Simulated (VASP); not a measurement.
VSi23 (a cell with a defect), 24 atoms in the cell. The cell holds a defect, 24 atoms: a = 11.534 Å, b = 7.689 Å, c = 7.689 Å, α = 60.00°, β = 60.00°, γ = 60.00°. 

```yaml
Program: VASP 6.6.1
Task: single point
Functional: PBEsol
Potentials_or_basis: VASP PAW PBE potentials, release 64 (V_sv, Si)
Cutoff: 350 eV
k_mesh: 2 × 3 × 3
Occupations: gaussian, width 0.03 eV
Spin: no spin polarisation
Hubbard_terms: V d U = 3 eV
Dq: -1
Further_INCAR_settings: LREAL = Auto; ALGO = Normal; EDIFF = 1e-05; NBANDS = 70; NELECT = 106.0
```

Potentials or basis: VASP PAW PBE potentials, release 64 (V_sv, Si).

Run with:

```bash
$ cat potpaw_PBE.64/V_sv/POTCAR potpaw_PBE.64/Si/POTCAR > POTCAR
$ mpirun -np 1 vasp_std > vasp.out
```

Hardware: 1 thread of Intel(R) Xeon(R) Platinum 8488C (Sapphire Rapids), on a shared host.

Problem. How long does it take, and how much memory?

Solution. It took 5 min on 1 thread of Intel(R) Xeon(R) Platinum 8488C (Sapphire Rapids), with other jobs on the host, peak memory 0.42 GiB. Counts: scf iterations 17, k points 8.
